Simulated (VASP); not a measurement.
# GaAs: single point with PBE

**What was measured.**

“Evidence of valence band perturbations in GaAsN/GaAs(001): A combined variable-angle spectroscopic ellipsometry and modulated photoreflectance investigation”, 2008, arxiv:0805.2212 reports, for a bulk crystal of GaAs at 300 K: band gap 1.412 ± 0.01 eV (direct).

Crystal: GaAs.

```
As Ga
1.0
     0.00000    2.82685    2.82685
     2.82685    0.00000    2.82685
     2.82685    2.82685    0.00000
As Ga
1 1
Direct
  0.75000 0.75000 0.75000
  0.00000 0.00000 0.00000
```

| Property | Result |
| --- | --- |
| Program | VASP 6.6.1 |
| Task | single point |
| Functional | PBE |
| Potentials or basis | VASP PAW PBE potentials, release 64 (As, Ga_d) |
| Cutoff | 520 eV |
| k mesh | 8 × 8 × 8 |
| Occupations | gaussian, width 0.022 eV |
| Spin | no spin polarisation |
| Further INCAR settings | ALGO = Normal; EDIFF = 1e-06; NBANDS = 16 |

| Item | Value |
| --- | --- |
| Pressure | 3.4 GPa |
| Band gap on the k mesh | 0.52 eV, direct |

Levels at points of the mesh, in eV from the valence-band top:
```
           k point  band 6  band 7  band 8  band 9  band 10  band 11  band 12  band 13
(0.00, 0.00, 0.00)  -12.73    0.00    0.00    0.00     0.52     3.73     3.73     3.73
(0.50, 0.00, 0.00)  -10.96   -6.64   -1.14   -1.14     1.00     4.63     4.63     7.75
(0.50, 0.50, 0.00)  -10.22   -6.82   -2.68   -2.68     1.46     1.65    10.17    10.17
```

Run time: 22 s on 1 thread of Intel(R) Xeon(R) Platinum 8488C (Sapphire Rapids), with other jobs on the host, peak memory 0.18 GiB.

Measured gap of GaAs: 1.412 eV (direct; 300 K; “Evidence of valence band perturbations in GaAsN/GaAs(001): A combined variable-angle spectroscopic ellipsometry and modulated photoreflectance investigation”, 2008, arxiv:0805.2212). This calculation gives 0.52 eV (-0.89 eV). 3 values of this kind are on record (1.412 to 1.51 eV); this one was drawn at random among those near their median, those with a stated uncertainty first. Spin-orbit coupling on As, Ga is left out. The value is that of PBE on a finite k mesh, which can miss the band edges, without temperature or zero-point motion. Semilocal functionals fall short of measured gaps as a rule.
